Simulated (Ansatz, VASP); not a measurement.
Two plane-wave programs on Zr

```
Zr
1.0
     4.92746    0.00000    0.00000
    -2.46373    4.26731    0.00000
     0.00000    0.00000    3.07887
Zr
3
Direct
  0.00000 0.00000 0.00000
  0.33333 0.66667 0.50000
  0.66667 0.33333 0.50000
```

The cell was built by a generator and needn't be a form met in nature.

Alike in both runs: functional LDA; k mesh 7 × 7 × 10; occupations fermi-dirac, width 0.1 eV; no spin polarisation.

Ansatz relaxed the structure, and its values are those at the end. VASP's run is a single point on that final structure, the one shown.

```csv
,VASP,Ansatz
version,VASP 6.6.1,Ansatz 0.2.0
potentials or method,"VASP PAW LDA potentials, release 64 (Zr_sv)","plane waves (420 eV) with PAW, scalar-relativistic"
plane-wave cutoff (eV),520,420
valence electrons in the cell,36,36
```

```tsv
	VASP	Ansatz	Ansatz less VASP
pressure (GPa)	0.1	0.0	-0.13
```

Ansatz warned: «pseudo_functional_mismatch».
